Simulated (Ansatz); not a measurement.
MnO:

```xyz
2
Lattice="0.0000 2.2239 2.2239 2.2239 0.0000 2.2239 2.2239 2.2239 0.0000" Properties=species:S:1:pos:R:3 pbc="T T T"
Mn    0.0000    0.0000    0.0000
O     2.2239    2.2239    2.2239
```

The cell is a database's computed one.

Base run:

- Program: Ansatz 0.2.0
- Functional: RPBE
- Potentials or basis: all-electron LAPW, scalar-relativistic
- Cutoff: 324 eV
- Density cutoff: 1298 eV
- Basis error allowed: 0.001 eV/atom
- k mesh: 10 × 10 × 10
- Occupations: fermi-dirac, width 0.05 eV
- Spin: collinear spin, ferromagnetic start
- Starting moments: [4.0, 0.0] μB

Its results: pressure 5.6 GPa; net moment 4.82 μB per cell; site moments Mn +4.37; O +0.23 μB.

**Question.** The run is repeated on the same cell with these changes: functional from RPBE to BLYP. What comes out?

**Answer.** Pressure 3.7 GPa; net moment 4.70 μB per cell; site moments Mn +4.26; O +0.26 μB.

Caveats: a cell with one magnetic atom can't hold antiferromagnetic order, which such compounds often take.

Not every run made on this cell is shown here.
